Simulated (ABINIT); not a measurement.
CoO in ABINIT: convergence with pawecutdg

Input of the first run (pawecutdg 26.8); the others differ in this setting and in those tied to it:

run.abi

```
pp_dirpath "./"
pseudos "Co.GGA_PBE-JTH.xml, O.GGA_PBE-JTH.xml"

acell 3*1.0 Angstrom
rprim
     3.1976457435     0.0000000000     0.0000000000
    -1.5988228718     2.7692424462     0.0000000000
     0.0000000000     0.0000000000     5.2287097100
ntypat 2
znucl 27 8
natom 4
typat 1 1 2 2
xred
     0.3333333333     0.6666666667     0.5033624100
     0.0000000000     0.0000000000     0.0034741400
     0.3333333333     0.6666666667     0.8715556000
     0.0000000000     0.0000000000     0.3716088500

ecut 26.0
pawecutdg 26.8
pawxcdev 0

kptopt 1
ngkpt 5 5 2
nshiftk 1
shiftk 0.0 0.0 0.0

ixc 15

nband 29
occopt 7
tsmear 0.00183747

nsppol 2
spinat
     0.0000000000     0.0000000000     2.0000000000
     0.0000000000     0.0000000000     2.0000000000
     0.0000000000     0.0000000000     0.0000000000
     0.0000000000     0.0000000000     0.0000000000

nstep 100
tolvrs 1.0e-9

iomode 3
prtwf 0
prtden 0
prteig 0
prtebands 0
enunit 2
prtvol 2
```

Potentials or basis: JTH PAW PBE v2.0.

The run is started by

```console
$ abinit run.abi > log 2>&1
```

Measurements of this composition are mostly on another form, of space group No. 225.

Hardware: 1 thread of Arm Neoverse V2, with other jobs on the host.

Q: The values tried are 26.8, 31.2, 39, 46.8, 57.2, 70.2, 85.8, loosest first. From which on does the energy stay within 1 meV/atom of the tightest run that finished?

A: From 39 on.

| pawecutdg | energy less the tightest run, at zero smearing (meV/atom) | pressure (GPa) | largest force (eV/Å) | SCF cycles | CPU time (s) | peak memory (GiB) |
| --- | --- | --- | --- | --- | --- | --- |
| 26.8 | -1.30 | 6.26 | 0.294 | 57 | 200 | 0.16 |
| 31.2 | not converged | - | - | - | - | - |
| 39 | -0.47 | 6.33 | 0.266 | 38 | 140 | 0.16 |
| 46.8 | 0.03 | 6.34 | 0.291 | 36 | 130 | 0.17 |
| 57.2 | 0.15 | 6.25 | 0.281 | 42 | 150 | 0.18 |
| 70.2 | -0.01 | 6.28 | 0.278 | 43 | 160 | 0.2 |
| 85.8 | 0.00 | 6.31 | 0.283 | 37 | 140 | 0.24 |

Against the tightest run, the pressure stays within 0.1 GPa from 26.8 on; the largest force stays within 0.005 eV/Å from 57.2 on. The tightest run that finished is the yardstick and may itself not be fully converged.

Caveat, for the tightest run too: the k mesh is coarse (spacing up to 0.60 Å⁻¹), so the values aren't converged; the PAW data sets were made with another functional, which shifts forces and pressure a little.
